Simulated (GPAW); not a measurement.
**Te2Mo: G0W0 on several meshes in GPAW**

Aim: the GW shift of Te2Mo against the k mesh.

Program: GPAW 26.7.0. Level of theory: PBE and many-body steps on it, plane waves. Results are calculated unless marked as measured.

Report form: the programs' logs are mostly left out.

### 1. The structure

The cell holds 3 atoms: 2 Te and 1 Mo. Cell: a = 3.518 Å, b = 3.518 Å, c = 14.600 Å, α = 90.0°, β = 90.0°, γ = 120.0°. It derives from Te2Mo. Vacuum lies along c.

As a file:

```
Te Mo
1.0
     3.51820    0.00000    0.00000
    -1.75910    3.04685    0.00000
     0.00000    0.00000   14.60000
Te Mo
2 1
Direct
  0.33333 0.66667 0.37653
  0.33333 0.66667 0.62347
  0.66667 0.33333 0.50000
```

 Spin-orbit coupling is left out unless a step names it.

### 2. Empty states on the mesh, 12×12×1 mesh, 264 bands

This step: GPAW 26.7.0; DFT, PBE, plane waves, PAW.

The sums over transitions need many empty states on a uniform mesh; this step solves for them.

Contents of run.py:

```python
import json
import numpy as np
from gpaw.mpi import world
from gpaw import GPAW

calc = GPAW('gs.gpw').fixed_density(kpts={'size': (12, 12, 1), 'gamma': True},
    parallel={'domain': 1, 'band': 1},
    txt='nscf.txt')
calc.diagonalize_full_hamiltonian(nbands=264)
calc.write('full.gpw', mode='all')
res = {}
kpts = calc.get_ibz_k_points()
res['kpts'] = kpts
res['eigenvalues'] = [calc.get_eigenvalues(kpt=k) for k in range(len(kpts))]
res['n_electrons'] = calc.get_number_of_electrons()

if world.rank == 0:
    with open('result.json', 'w') as f:
        json.dump(res, f, default=lambda x: x.tolist())
```

On the command line:

```
$ mpirun -n 4 gpaw python run.py
```

It took 3 min on 4 MPI ranks of Arm Neoverse V1, shared host; peak memory 4.5 GiB; 12 min of CPU time.

This step gave:

```yaml
gap: 1.131 eV
k_of_the_valence_top: 0.3333, 0.3333, 0
k_of_the_conduction_bottom: 0.3333, 0.3333, 0
least_direct_gap: 1.131 eV
k_points_computed: 19
lowest_point_of_the_top_converged_band_above_the_valence_top: 73.3734 eV
```

On this mesh the gap is 1.131 eV.

### 3. 12×12×1

Now the one-shot GW correction: screening in the RPA, then the self-energy of the levels asked for.

This step: G0W0 on PBE, plane waves, PAW.

Contents of run.py:

```python
import json
import numpy as np
from gpaw.mpi import world
from gpaw.response.g0w0 import G0W0

gw = G0W0('full.gpw',
    filename='gw',
    kpts=[0, 9],
    bands=(11, 15),
    ecut=48,
    nbands=118,
    truncation='2D',
    integrate_gamma='sphere',
    q0_correction=True,
    frequencies={'type': 'nonlinear', 'domega0': 0.15, 'omega2': 15.0},
    eta=0.1,
    nblocksmax=True)
gw.calculate()
res = {mode: {k: v for k, v in r.items() if k != 'sigma_eskwn'}
       for mode, r in gw.all_results.items()}

if world.rank == 0:
    with open('result.json', 'w') as f:
        json.dump(res, f, default=lambda x: x.tolist())
```

On the command line:

```
$ mpirun -n 4 gpaw python run.py
```

Run time: 6.5 min. Hardware: 4 MPI ranks; peak memory 2.5 GiB; 26 min of CPU time.

Numbers from this step:

```
G0W0 gap on the points computed              : 1.828 eV
least direct G0W0 gap on the computed points : 1.828 eV
Z at the valence top                         : 0.7038
Z at the conduction bottom                   : 0.7072
starting gap on the mesh                     : 1.131 eV
k of the valence top                         : 0.3333, 0.3333, 0
k of the conduction bottom                   : 0.3333, 0.3333, 0
```

The gap on the mesh goes from 1.13 eV to 1.83 eV, a correction of +0.70 eV.

### 4. Empty states on the mesh, 6×6×1 mesh, 128 bands

This step: DFT, PBE, plane waves, PAW.

Contents of run.py:

```python
import json
import numpy as np
from gpaw.mpi import world
from gpaw import GPAW

calc = GPAW('gs.gpw').fixed_density(kpts={'size': (6, 6, 1), 'gamma': True},
    nbands=149,
    convergence={'bands': 128},
    update_fermi_level=True,
    txt='nscf.txt')
calc.write('full.gpw', mode='all')
res = {}
kpts = calc.get_ibz_k_points()
res['kpts'] = kpts
res['eigenvalues'] = [calc.get_eigenvalues(kpt=k) for k in range(len(kpts))]
res['n_electrons'] = calc.get_number_of_electrons()

if world.rank == 0:
    with open('result.json', 'w') as f:
        json.dump(res, f, default=lambda x: x.tolist())
```

On the command line:

```
$ mpirun -n 4 gpaw python run.py
```

Elapsed: 36 s, on 4 MPI ranks; peak memory 0.89 GiB; 2.4 min of CPU time.

Numbers from this step:

```
gap                                                           : 1.131 eV
k of the valence top                                          : 0.3333, 0.3333, 0
k of the conduction bottom                                    : 0.3333, 0.3333, 0
least direct gap                                              : 1.131 eV
k points computed                                             : 7
lowest point of the top converged band, above the valence top : 43.24 eV
```

On this mesh the gap is 1.131 eV.

### 5. 6×6×1

This step: G0W0 on PBE, plane waves, PAW.

Contents of run.py:

```python
import json
import numpy as np
from gpaw.mpi import world
from gpaw.response.g0w0 import G0W0

gw = G0W0('full.gpw',
    filename='gw',
    kpts=[0, 4],
    bands=(11, 15),
    ecut=48,
    nbands=118,
    truncation='2D',
    integrate_gamma='sphere',
    q0_correction=True,
    frequencies={'type': 'nonlinear', 'domega0': 0.15, 'omega2': 15.0},
    eta=0.1,
    nblocksmax=True)
gw.calculate()
res = {mode: {k: v for k, v in r.items() if k != 'sigma_eskwn'}
       for mode, r in gw.all_results.items()}

if world.rank == 0:
    with open('result.json', 'w') as f:
        json.dump(res, f, default=lambda x: x.tolist())
```

On the command line:

```
$ mpirun -n 4 gpaw python run.py
```

Wall time 45 s (4 MPI ranks); peak memory 1.4 GiB.

This step gave:

```
G0W0 gap on the points computed              : 1.837 eV
least direct G0W0 gap on the computed points : 1.837 eV
Z at the valence top                         : 0.7007
Z at the conduction bottom                   : 0.6985
starting gap on the mesh                     : 1.131 eV
k of the valence top                         : 0.3333, 0.3333, 0
k of the conduction bottom                   : 0.3333, 0.3333, 0
```

Against G0W0 in GPAW (12×12×1 mesh, 118 bands, screening to 48 eV, full frequency, Hilbert transform), the gap moves by +0.010 eV.

### 6. The runs together

Times are wall times on 4 MPI ranks of Arm Neoverse V1, shared host, good to a factor of about two.

```
    run     mesh  bands  screening cutoff (eV)  DFT gap (eV)  gap on the mesh (eV)  direct (eV)     time
12×12×1  12×12×1    118                     48         1.131                 1.828        1.828  6.5 min
  6×6×1    6×6×1    118                     48         1.131                 1.837        1.837     45 s
```

### 7. Outcome

| Property | Result |
| --- | --- |
| 12×12×1 | 1.828 eV |
| 6×6×1 | 1.837 eV |
| known limits | not at the basis limit; no spin-orbit coupling |

In words: 6×6×1: +0.010 eV against 12×12×1. Bands and cutoff are finite, so the gap is not at the basis limit. The miss can reach some tenths of an eV and take either sign; the mesh is an error of its own. These stock PAW sets were not made for GW; the filled d or f shell of Te lies in the frozen core, which bears on start and correction. In the G0W0 runs levels were corrected at 2 k points alone, so a gap called «on the mesh» is the least over those, and an edge elsewhere would be missed. The many-body steps are scalar-relativistic: spin-orbit coupling is not in them.

[Paths, hosts, dates, memory and timing lines, banners, echoed tables and standing remarks are left out of the program output.]

[Logs are printed without paths, hosts, clocks, repeated set-up lines and the standing remarks that a program may print on its own settings, such as how far it seeks lower states.]

[Runs of the session that timed out or met a known fault of the program may be left out.]

[Hosts, paths, dates, database ids (printed as entryN), source tags and the programs' standing remarks are cut or masked in the printed files.]
